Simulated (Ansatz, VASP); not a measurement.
**One calculation of CsH, two programs**

The input INCAR:

```
SYSTEM = CsH
  PREC = Accurate
  ENCUT = 520
  EDIFF = 1E-6
  ISMEAR = 0
  SIGMA = 0.02
  LREAL = .False.
  LASPH = .True.
  NELM = 100
  ALGO = Normal
  ISIF = 2
  LWAVE = .False.
  LCHARG = .False.
  NBANDS = 12
```

The input KPOINTS:

```
regular mesh
0
Gamma
  8 8 8
  0 0 0
```

POSCAR

```
CsH
1.0
    0.0000000000      2.9238376957      2.9238376957
    2.9238376957      0.0000000000      2.9238376957
    2.9238376957      2.9238376957      0.0000000000
Cs H
1 1
Direct
    0.0000000000      0.0000000000      0.0000000000
    0.5000000000      0.5000000000      0.5000000000
```

Input for Ansatz:

```yaml
crystal:
  lattice:
    - [0.0, 2.9238376957, 2.9238376957]
    - [2.9238376957, 0.0, 2.9238376957]
    - [2.9238376957, 2.9238376957, 0.0]
  atoms:
    - { symbol: Cs, position: [0.0, 0.0, 0.0] }
    - { symbol: H, position: [0.5, 0.5, 0.5] }
basis:
  ecutwfc: 420
kpoints:
  mp_grid: { grid: [8, 8, 8] }
hamiltonian:
  xc: lda
scf:
  occupations: { method: gaussian, width: 0.02 }
output:
  forces: true
  stress: true
  eigenvalues: true
```

Alike in both runs: task single point; functional LDA; k mesh 8 × 8 × 8; occupations gaussian, width 0.02 eV; no spin polarisation.

|  | VASP | Ansatz |
| --- | --- | --- |
| version | VASP 6.6.1 | Ansatz 0.2.0 |
| potentials or method | VASP PAW LDA potentials, release 64 (Cs_sv, H) | scalar-relativistic, plane waves, PAW |
| plane-wave cutoff (eV) | 520 | 420 |
| valence electrons in the cell | 10 | 10 |

|  | VASP | Ansatz | Ansatz less VASP |
| --- | --- | --- | --- |
| gap on the k mesh at the Fermi level (eV) | 1.47 | 1.51 | +0.041 |
| least direct gap on the mesh (eV) | 1.47 | 1.51 | +0.041 |
| pressure (GPa) | 2.0 | 1.9 | -0.14 |

Caveats: spin-orbit coupling is left out, which moves the levels of the heavy elements. Expect the measured gap to be larger: semilocal functionals such as LDA lack the derivative discontinuity. A k mesh can miss the band edges.
